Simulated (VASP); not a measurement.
These are rev-vdW-DF2, VASP's PBE PAW potentials (set 64) (plane waves; VASP) values and carry that method's errors.

Input for VASP

File POSCAR:
```
ZnTe
4.3401820
  0.0000000000   0.7071067351   0.7071067351
  0.7071067351   0.0000000000   0.7071067351
  0.7071067351   0.7071067351   0.0000000000
Zn Te
1 1
Direct
  0.0000000000   0.0000000000   0.0000000000
  0.2500000000   0.2500000000   0.2500000000
```

**INCAR**
```
! general
SYSTEM  =ZnTe
PREC    =Accurate
ENCUT   =520
LREAL   =.FALSE.
LASPH   =.TRUE.
ICHARG  =11   ! fixed density

! electronic loop
EDIFF   =1E-7   ! SCF stop (eV)
NELM    =100   ! most electronic steps
ALGO    =Normal   ! blocked Davidson
LMAXMIX =4

! smearing
ISMEAR  =0   ! Gaussian
SIGMA   =0.05

! functional
GGA     =MK
LUSE_VDW=.TRUE.
AGGAC   =0.0
PARAM1  =0.1234568
PARAM2  =0.7114
ZAB_VDW =-1.8867

! output
LWAVE   =.FALSE.
LCHARG  =.FALSE.
LORBIT  =11
```

KPOINTS:
```
k-points along high-symmetry lines
15
Line-mode
Reciprocal
  0.000000   0.000000   0.000000 ! GAMMA
 -0.500000  -0.500000   0.000000 ! X

 -0.500000  -0.500000   0.000000 ! X
 -0.375000  -0.375000   0.250000 ! U

 -0.375000  -0.000000   0.375000 ! K
  0.000000   0.000000   0.000000 ! GAMMA

  0.000000   0.000000   0.000000 ! GAMMA
 -0.000000  -0.000000   0.500000 ! L

 -0.000000  -0.000000   0.500000 ! L
 -0.500000  -0.250000   0.250000 ! W

 -0.500000  -0.250000   0.250000 ! W
 -0.500000  -0.500000   0.000000 ! X
```

POTCAR, in this order: Zn Te (PBE.64 set). Program: vasp_std. Read from the step before: CHGCAR.

What VASP printed:

**OUTCAR**
```
 ion  position               nearest neighbor table
   1  0.000  0.000  0.000-   2 2.66   2 2.66   2 2.66   2 2.66
   2  0.250  0.250  0.250-   1 2.66   1 2.66   1 2.66   1 2.66
  LATTYP: Found a face centered cubic cell.
 ALAT       =     6.1379438476
 Subroutine PRICEL returns:
 Original cell was already a primitive cell.
 Subroutine GETGRP returns: Found 24 space group operations
The static configuration has the point symmetry T_d .
The dynamic configuration has the point symmetry T_d .
 Subroutine INISYM returns: Found 24 space group operations
   k-points           NKPTS =     90   k-points in BZ     NKDIM =     90   number of bands    NBANDS=     13
   number of dos      NEDOS =    301   number of ions     NIONS =      2
   total plane-waves  NPLWV =  32768
   dimension x,y,z NGX =    32 NGY =   32 NGZ =   32
   dimension x,y,z NGXF=    64 NGYF=   64 NGZF=   64
   ions per type =               1   1
   PREC   = accura    normal or accurate (medium, high low for compatibility)
   ISTART =      0    job   : 0-new  1-cont  2-samecut
   ICHARG =     11    charge: 1-file 2-atom 10-const
   ISPIN  =      1    spin polarized calculation?
   LNONCOLLINEAR =      F non collinear calculations
   LSORBIT =      F    spin-orbit coupling
   INIWAV =      1    electr: 0-lowe 1-rand  2-diag
   ENCUT  =  520.0 eV  38.22 Ry    6.18 a.u.   8.07  8.07  8.07*2*pi/ulx,y,z
   NELM   =    100;   NELMIN=  2; NELMDL= -5     # of ELM steps
   EDIFF  = 0.1E-06   stopping-criterion for ELM
   LREAL  =      F    real-space projection
   NLSPLINE    = F    spline interpolate recip. space projectors
   LMAXMIX     =    4 max onsite mixed and CHGCAR
   VOSKOWN=      0    Vosko Wilk Nusair interpolation
   EDIFFG = 0.1E-05   stopping-criterion for IOM
   NSW    =      0    number of steps for IOM
   NBLOCK =      1;   KBLOCK =      1    inner block; outer block
   IBRION =     -1    ionic relax: 0-MD 1-quasi-New 2-CG
   NFREE  =      0    steps in history (QN), initial steepest desc. (CG)
   ISIF   =      2    stress and relaxation
   ISYM   =      2    0-nonsym 1-usesym 2-fastsym
   TEIN   =    0.0    initial temperature
   TEBEG  =    0.0;   TEEND  =   0.0 temperature during run
...
```

### OSZICAR
```
       N       E                     dE             d eps       ncg     rms          rms(c)
DAV:   1     0.839305320113E+02    0.83931E+02   -0.86892E+03  2340   0.144E+03
DAV:   2     0.515602715755E+01   -0.78775E+02   -0.75793E+02  2485   0.261E+02
DAV:   3     0.443598989280E+00   -0.47124E+01   -0.46325E+01  2935   0.625E+01
DAV:   4     0.378043726281E+00   -0.65555E-01   -0.65539E-01  2913   0.730E+00
DAV:   5     0.376888875486E+00   -0.11549E-02   -0.11548E-02  2921   0.777E-01
DAV:   6     0.376841468771E+00   -0.47407E-04   -0.47407E-04  3305   0.117E-01
DAV:   7     0.376840896338E+00   -0.57243E-06   -0.57244E-06  2870   0.833E-03
DAV:   8     0.376840865902E+00   -0.30436E-07   -0.30387E-07  2091   0.129E-03
   1 F= 0.37684087E+00 E0= 0.37684087E+00  d E =-.351862E-11
```

### OUTCAR
```
 val. band max:        2.9353292797   @ k =   0.0000   0.0000   0.0000

 cond. band min:       3.9809916048   @ k =   0.0000   0.0000   0.0000



 k-point     1 :       0.0000    0.0000    0.0000
  band No.  band energies     occupation
      1      -8.7662      2.00000
      2      -3.9991      2.00000
      3      -3.9991      2.00000
      4      -3.9991      2.00000
      5      -3.7827      2.00000
      6      -3.7827      2.00000
      7       2.9353      2.00000
      8       2.9353      2.00000
      9       2.9353      2.00000
     10       3.9810      0.00000
     11       7.3297      0.00000
     12       7.3297      0.00000
     13       7.3297      0.00000

 k-point     2 :      -0.0357   -0.0357    0.0000
  band No.  band energies     occupation
      1      -8.7548      2.00000
      2      -3.9989      2.00000
      3      -3.9977      2.00000
      4      -3.9977      2.00000
      5      -3.7832      2.00000
      6      -3.7824      2.00000
      7       2.7091      2.00000
      8       2.8922      2.00000
      9       2.8922      2.00000
     10       4.2085      0.00000
     11       7.2569      0.00000
     12       7.3927      0.00000
     13       7.3927      0.00000

 k-point     3 :      -0.0714   -0.0714    0.0000
  band No.  band energies     occupation
      1      -8.7206      2.00000
      2      -3.9982      2.00000
      3      -3.9933      2.00000
      4      -3.9933      2.00000
      5      -3.7848      2.00000
      6      -3.7816      2.00000
      7       2.2714      2.00000
      8       2.7708      2.00000
      9       2.7708      2.00000
     10       4.6446      0.00000
     11       7.0722      0.00000
     12       7.5734      0.00000
     13       7.5734      0.00000

 k-point     4 :      -0.1071   -0.1071    0.0000
  band No.  band energies     occupation
      1      -8.6647      2.00000
      2      -3.9966      2.00000
      3      -3.9862      2.00000
      4      -3.9862      2.00000
...
```

The density is held fixed in this step, so its total energy and stress have no physical meaning. Unless said otherwise, spin-orbit coupling is left out, though it shifts the bands of the heavy elements here.

The compound is ZnTe in the zinc blende structure. It was relaxed first.
